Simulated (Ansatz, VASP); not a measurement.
Pd: VASP beside Ansatz

```
Pd
1.0
     2.72684    0.00000    0.00000
    -1.36342    2.36151    0.00000
     0.00000    0.00000    4.53440
Pd
2
Direct
  0.33333 0.66667 0.25000
  0.66667 0.33333 0.75000
```

Change from the starting cell: volume scaled by 0.94.

Alike in both runs: task single point; functional PBE; k mesh 11 × 11 × 6; occupations fermi-dirac, width 0.05 eV; no spin polarisation.

|  | VASP | Ansatz |
| --- | --- | --- |
| version | VASP 6.6.1 | Ansatz 0.2.0 |
| potentials or method | VASP PAW PBE potentials, release 64 (Pd) | Ansatz PAW |
| plane-wave cutoff (eV) | 520 | 420 |
| valence electrons in the cell | 20 | 36 |

|  | VASP | Ansatz | Ansatz less VASP |
| --- | --- | --- | --- |
| gap on the k mesh at the Fermi level (eV) | none | none | - |
| pressure (GPa) | 9.9 | 10.2 | +0.36 |
| largest component of the traceless stress (GPa) | 0.14 | 0.19 | +0.054 |

A gap of «none» marks a metal or a gap that the smearing closes. The functional is the same, so the differences come from potentials, cutoffs and numerics. The two sets of potentials don't hold the same shells in valence.
